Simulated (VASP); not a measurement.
# Pb, self-consistent run: which settings are enough?

Pb, Fm-3m (no. 225), 1 atom in the cell. RPBE; PAW potentials Pb_d (PBE set). VASP 6.6.1.

Wanted: energy within 0.2 meV/atom; Fermi level within 0.005 eV.

What the run is for: comparing ways to start; Accuracy asked: tight.

POSCAR:
```
Pb
1.0
    0.0000000000      2.4750200000      2.4750200000
    2.4750200000      0.0000000000      2.4750200000
    2.4750200000      2.4750200000      0.0000000000
Pb
1
Direct
    0.0000000000      0.0000000000      0.0000000000
```

## How the run starts (with a second run first, the time holds both)

| How the run starts (with a second run first, the time holds both) | Energy less reference (meV/atom) | Fermi level (eV) | Time (s) |
|---|---|---|---|
| from scratch: 11 SCF iterations | 0.00 | 7.5086 | 3.5 |
| density of a coarse mesh (ICHARG 1): 9 + 8 SCF iterations | 0.00 | 7.5086 | 4.3 |
| orbitals of a lower cutoff (ISTART 1): 10 + 6 SCF iterations | 0.00 | 7.5086 | 4.9 |
| orbitals of a loose run: 8 + 3 SCF iterations | 0.00 | 7.5086 | 4.0 |

Chosen: from scratch: 11 SCF iterations; no other choice that stays within half of the tolerance saves 30 % of the time.

The chosen settings are those of the reference run.

## The input

INCAR:
```
SYSTEM = Pb
GGA = RP
ISMEAR = 1
SIGMA = 0.1
LWAVE = .False.
LCHARG = .False.
ISIF = 2
PREC = Accurate
LASPH = .True.
LREAL = .False.
ALGO = Normal
EDIFF = 1E-6
NELM = 120
GGA_COMPAT = .False.
ENCUT = 400
```

KPOINTS:
```
k-points
0
Gamma
  11 11 11
```

Commands:
```
cat potpaw_PBE.64/Pb_d/POTCAR > POTCAR
mpirun -np 1 vasp_std > vasp.out
```

The chosen input took VASP 6.6.1 3.5 s on 1 core (Intel Xeon 6975P-C (Granite Rapids)), a shared host.

## An input that fails: restart asked without its files

VASP's message: ERROR: charge density could not be read from file CHGCAR for ICHARG>10.

Changes against the starting input:
```
- NELM = 120
+ NELM = 60
+ ICHARG = 11
```
